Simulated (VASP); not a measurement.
A run of VASP 6.6.1 is set up as follows.

The input INCAR:

```
SYSTEM = MnS
ALGO = Normal
EDIFF = 1E-6
ENCUT = 520
GGA = PE
GGA_COMPAT = .False.
ISIF = 2
ISMEAR = 0
LASPH = .True.
LCHARG = .False.
LDAU = .True.
LDAUJ = 0 0
LDAUL = 2 -1
LDAUPRINT = 1
LDAUTYPE = 2
LDAUU = 3 0
LMAXMIX = 4
LORBIT = 11
LORBMOM = .True.
LREAL = .False.
LSORBIT = .True.
LWAVE = .False.
MAGMOM = -1.642 -4.205 -0.22 0 0 0
NBANDS = 31
NELM = 120
PREC = Accurate
SIGMA = 0.05
```

The input KPOINTS:

```
k-points
0
Gamma
  6 6 6
  0 0 0
```

File POSCAR:

```
MnS
1.0
    0.0000000000      2.6122498900      2.6122498900
    2.6122498900      0.0000000000      2.6122498900
    2.6122498900      2.6122498900      0.0000000000
Mn S
1 1
Direct
    0.0000000000      0.0000000000      0.0000000000
    0.5000000000      0.5000000000      0.5000000000
```

Potentials or basis: VASP PAW PBE potentials, release 64 (Mn_pv, S).

Run with:

```console
$ cat potpaw_PBE.64/Mn_pv/POTCAR potpaw_PBE.64/S/POTCAR > POTCAR
$ mpirun -np 1 vasp_ncl > vasp.out
```

(1) Estimate the net moment.

(2) What does it give for the pressure?

Results:

(1) 5.00 μB per cell.

(2) 2.7 GPa.

Caveat: a cell with one magnetic atom can't hold antiferromagnetic order, which such compounds often take.
